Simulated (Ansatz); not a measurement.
GaN built on the rocksalt prototype at its r2SCAN geometry, in Ansatz. The base run uses PBE on a modest mesh; each further run changes one setting, sensibly or not. Doubtful ones may also carry a cap on iterations. All numbers are computed, and spin polarisation is off unless an edit sets a moment.

Base input:
```yaml
crystal:
  lattice:
    - [0.0, 2.108515235, 2.108515235]
    - [2.108515235, 0.0, 2.108515235]
    - [2.108515235, 2.108515235, 0.0]
  atoms:
    - { symbol: Ga, position: [0.0, 0.0, 0.0] }
    - { symbol: "N", position: [0.5, 0.5, 0.5] }
kpoints:
  mp_grid: { grid: [8, 8, 8] }
hamiltonian:
  xc: pbe
scf:
  occupations: { method: fixed }
  n_extra_bands: 4
output:
  forces: true
  stress: true
  eigenvalues: true
  write_density: true
  write_potential: true
  elf: true
  volumetric_format: npy
```

Base results:
```
Basis set: ecut = 420 eV, 339 PW (Γ)
Symmetry: 48 space group operations
Space group: Fm-3m (ITA 225)
k-points: 29 of 512
SCF converged after 6 iterations
Free energy (F): -4166.944248 eV
Fermi energy:    13.282852 eV
--- Stress (GPa, compression-positive) ---
        8.210073       0.000000       0.000000
        0.000000       8.210073       0.000000
        0.000000       0.000000       8.210073
  P = ⅓ Tr σ = 8.2101 GPa (82.101 kbar)
--- Band table (eV; the first three rows and the last of 29) ---
  k-point 0: bands = […, -0.7524, -0.6559, -0.6559, 12.7816, 12.7816, 12.7816, 15.6109, 27.9573, 27.9573, 27.9573]
  k-point 1: bands = […, -0.7419, -0.6715, -0.6715, 11.1211, 12.8168, 12.8168, 16.9174, 25.0021, 26.8344, 26.8344]
  k-point 2: bands = […, -0.7933, -0.6252, -0.6252, 8.5053, 12.9224, 12.9224, 18.2168, 22.9915, 24.6471, 24.6471]
  k-point 28: bands = […, -0.7337, -0.4682, 2.0577, 7.9227, 7.9227, 8.6679, 18.4773, 23.2563, 23.6710, 23.6710]
```
The gap over this mesh is 0.662 eV.

Command: `ansatz run input.yaml --threads 4 --pin off --max-ram 3686MiB --backend cpu --events-out ev --progress --plain --runs-dir out`.

Task: Predict the outcome of this edit.
```yaml
accuracy: low
```

Result: Energy, stress and gap stay within 1 meV an atom, 0.1 GPa and 0.005 eV of the base. The result hardly depends on this setting here.

Task: What happens with this change?
```yaml
scf:
  max_iter: 1
```

Result: No converged result was reached. It stopped after 1 iteration; the base needs 6. Nothing that it printed is a property of the solid.
```
SCF iter   1: HF=-4166.944062 eV  Δρ=2.35e-3  dr2=3.68e-4
```
```
Error: did not converge after 1 iteration: dr2 = 3.68e-4 (threshold 1.00e-7), under the density mixer `msr1`, which `scf.mixing.algorithm: auto` chose by the deck's other keys (type `scf.mixing.algorithm: msr1` to keep it) […]
```

Task: What happens with this change?
```yaml
kpoints:
  mp_grid: { grid: [3, 3, 3] }
```

Result: The free energy moves by +262 meV an atom, the mean stress by -0.53 GPa and the gap on the mesh by +1.848 eV (to 2.510). The gap changes mostly because other points are sampled; a mesh that misses a band edge overestimates it. The mesh is too coarse.
```
k-points: 4 of 27
SCF converged after 6 iterations
Free energy (F): -4166.420660 eV
Fermi energy:    13.256860 eV
--- Stress (GPa, compression-positive) ---
        7.683294       0.000000       0.000000
        0.000000       7.683294       0.000000
        0.000000       0.000000       7.683294
  P = ⅓ Tr σ = 7.6833 GPa (76.833 kbar)
--- Band table (eV) ---
  k-point 0: bands = […, -0.8728, -0.7717, -0.7717, 13.0302, 13.0302, 13.0302, 15.7666, 27.9699, 27.9699, 27.9699]
  k-point 1: bands = […, -0.9151, -0.6955, -0.6955, 6.9617, 13.2569, 13.2569, 18.4417, 22.8345, 23.4639, 23.4639]
  k-point 2: bands = […, -0.6749, -0.6749, 0.2505, 8.4557, 11.0404, 11.0404, 15.9818, 21.9390, 23.8386, 27.2693]
  k-point 3: bands = […, -0.7922, -0.6538, 1.4831, 7.0307, 7.9278, 11.9738, 17.5718, 22.3734, 24.2616, 25.0169]
```
